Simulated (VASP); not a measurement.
# HfS₂: convergence, self-consistent run

HfS₂, sheet, 3 atoms in the cell. PBE; PAW potentials S, Hf_pv (PBE set). VASP 6.6.1. The cell is changed on purpose: last atom moved by 0.04 Å along z.

Wanted: energy within 10 meV/atom.

What the run is for: energy; Accuracy asked: screening.

POSCAR:
```
HfS2
1.0
    3.6396641800      0.0000000000      0.0000000000
   -1.8198320900     -3.1520416411      0.0000000000
    0.0000000000      0.0000000000    -18.8588062143
S Hf
2 1
Direct
    0.0000000000      1.0000000000      0.4242050100
    0.3333333300      0.6666666700      0.5757949900
    0.6666666700      0.3333333300      0.4978789700
```

The series start from Plane-wave cutoff (eV): 340; k-point mesh: 7 × 7 × 1; Precision mode (PREC): Accurate; Electronic threshold (eV): 1e-6; Bands in all (NBANDS): 22; Aspherical gradient terms in the spheres (LASPH): yes; Electronic algorithm: ALGO=Normal; Use of symmetry (ISYM): defaults; Density mixing: defaults. Each series keeps the choices made before it, and each single choice may use up half of a tolerance.

## Plane-wave cutoff (eV)

| Plane-wave cutoff (eV) | Energy less reference (meV/atom) | SCF iterations | Time (s) |
|---|---|---|---|
| 260 | 9 | 26 | 15 |
| 300 | 4 | 26 | 21 |
| 340 | 2 | 26 | 25 |
| 390 | 1 | 26 | 31 |
| 470 | 0 | 26 | 46 |
| 590 (reference) | 0 | 27 | 83 |

Chosen: 300, the loosest value from which every tighter one stays within half of the tolerance.

## k-point mesh

| k-point mesh | Energy less reference (meV/atom) | SCF iterations | Time (s) |
|---|---|---|---|
| 2 × 2 × 1 | 354 | 27 | 13 |
| 3 × 3 × 1 | 65 | 26 | 16 |
| 4 × 4 × 1 | 26 | 26 | 17 |
| 5 × 5 × 1 | 9 | 26 | 20 |
| 6 × 6 × 1 | 3 | 26 | 28 |
| 7 × 7 × 1 | 1 | 26 | 21 |
| 9 × 9 × 1 | 0 | 26 | 37 |
| 11 × 11 × 1 | 0 | 26 | 44 |
| 14 × 14 × 1 (reference) | 0 | 26 | 79 |

Chosen: 6 × 6 × 1.

## Precision mode (PREC)

| Precision mode (PREC) | Energy less reference (meV/atom) | SCF iterations | Time (s) |
|---|---|---|---|
| Low | 0 | 26 | 11 |
| SingleN | -1 | 26 | 11 |
| Normal | 0 | 26 | 12 |
| Accurate (reference) | 0 | 26 | 28 |

Chosen: Low.

## Electronic threshold (eV)

| Electronic threshold (eV) | Energy less reference (meV/atom) | SCF iterations | Time (s) |
|---|---|---|---|
| 0.001 | 0 | 13 | 5.2 |
| 0.0001 | 0 | 19 | 7.4 |
| 1e-5 | 0 | 23 | 9.6 |
| 1e-6 | 0 | 26 | 11 |
| 1e-7 | 0 | 28 | 8.6 |
| 1e-8 (reference) | 0 | 28 | 10 |

Chosen: 0.001.

## Bands in all (NBANDS)

| Bands in all (NBANDS) | Energy less reference (meV/atom) | SCF iterations | Time (s) |
|---|---|---|---|
| 12 | 0 | 14 | 3.2 |
| 13 | 0 | 14 | 4.3 |
| 15 | 0 | 13 | 3.0 |
| 17 | 0 | 13 | 4.8 |
| 22 | 0 | 13 | 5.2 |
| 33 (reference) | 0 | 13 | 6.6 |

Chosen: 12.

## Aspherical gradient terms in the spheres (LASPH)

| Aspherical gradient terms in the spheres (LASPH) | Energy less reference (meV/atom) | SCF iterations | Time (s) |
|---|---|---|---|
| yes | 0 | 14 | 3.2 |
| no | 1 | 14 | 2.7 |

Chosen: yes; no other choice that stays within half of the tolerance saves 30 % of the time.

## Electronic algorithm

| Electronic algorithm | Energy less reference (meV/atom) | SCF iterations | Time (s) |
|---|---|---|---|
| ALGO=Normal | 0 | 14 | 3.2 |
| ALGO=Fast | 0 | 17 | 5.1 |
| ALGO=VeryFast | 0 | 18 | 4.2 |
| ALGO=All ISEARCH=1 | 0 | 19 | 5.4 |
| ALGO=All ISEARCH=0 | 0 | 19 | 6.2 |
| ALGO=Damped TIME=0.4 | 0 | 20 | 4.9 |
| ALGO=Damped TIME=0.1 | 1 | 29 | 6.0 |

Chosen: ALGO=Normal.

## Use of symmetry (ISYM)

| Use of symmetry (ISYM) | Energy less reference (meV/atom) | SCF iterations | Time (s) |
|---|---|---|---|
| defaults | 0 | 14 | 3.2 |
| ISYM=1 | 0 | 14 | 3.3 |
| ISYM=0 | 0 | 14 | 5.7 |
| ISYM=-1 | 0 | 14 | 11 |

Chosen: defaults.

## Density mixing

| Density mixing | Energy less reference (meV/atom) | SCF iterations | Time (s) |
|---|---|---|---|
| defaults | 0 | 14 | 3.2 |
| AMIN=0.01 | 0 | 14 | 3.2 |
| AMIX=0.2 AMIN=0.01 | -3 | 14 | 3.1 |
| BMIX=3.0 AMIN=0.01 | -3 | 14 | 3.5 |
| AMIX=0.1 BMIX=0.0001 | -1 | 21 | 4.6 |
| AMIX=0.2 | -2 | 15 | 3.5 |
| AMIX=0.4 IMIX=1 | 0 | 15 | 3.5 |
| AMIX=0.6 | 0 | 15 | 3.4 |

Chosen: defaults.

## All choices together

| Input | Energy less reference (meV/atom) | Time (s) |
|---|---|---|
| the program's defaults (naive) | 35 | 2.2 |
| chosen settings | 8 | 3.2 |
| reference settings throughout | 0 | 322 |

The tolerance is met.

## The input

INCAR:
```
  ALGO = Normal
  DIPOL = 0.5 0.5 0.499
  EDIFF = 0.001
  EFERMI = MIDGAP
  ENCUT = 300
  GGA = PE
  GGA_COMPAT = F
  IDIPOL = 3
  ISIF = 0
  ISMEAR = 0
  LASPH = T
  LCHARG = F
  LDIPOL = T
  LREAL = F
  LWAVE = F
  NBANDS = 12
  NELM = 120
  NELMDL = -8
  PREC = Low
  SIGMA = 0.03
```

KPOINTS:
```
Automatic mesh
0
Gamma
  6 6 1
  0 0 0
```

Commands:
```
cat potpaw_PBE.64/S/POTCAR potpaw_PBE.64/Hf_pv/POTCAR > POTCAR
mpirun -np 1 vasp_std > vasp.out
```

The chosen input took VASP 6.6.1 3.2 s on 1 core (Intel Xeon 6975P-C (Granite Rapids)), a shared host.

## An input that fails: smearing far too wide

It runs to its end, but against the unchanged starting input it is off by 21 meV/atom in the energy.

Changes against the starting input:
```
- SIGMA = 0.03
- NELM = 120
+ SIGMA = 1.0
+ NELM = 54
```
